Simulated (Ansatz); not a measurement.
Crystal: AgBr.

```
CELL_PARAMETERS angstrom
0.00000 2.87015 2.87015
2.87015 0.00000 2.87015
2.87015 2.87015 0.00000
ATOMIC_POSITIONS crystal
Ag 0.00000 0.00000 0.00000
Br 0.50000 0.50000 0.50000
```

Base run:

```yaml
Program: Ansatz 0.2.0
Functional: RPBE
Potentials_or_basis: Ansatz PAW
Cutoff: "420 eV (not typed: the program's choice for these potentials)"
k_mesh: 8 × 8 × 8
Occupations: fermi-dirac, width 0.05 eV
Spin: no spin polarisation
```

Its results: band gap on the k mesh 0.84 eV, indirect (least direct gap 2.78 eV); pressure 5.1 GPa.

Question: The run is repeated on the same cell with these changes: functional from RPBE to SVWN5. What comes out?

Answer: Band gap on the k mesh 0.38 eV, indirect (least direct gap 2.31 eV); pressure -4.3 GPa.

SVWN5 binds more tightly than RPBE, so the same cell stands under less pressure.

Caveats: the PAW data sets come from PBE, with cores solved anew for the run's functional, which leaves a small shift of forces and pressure.
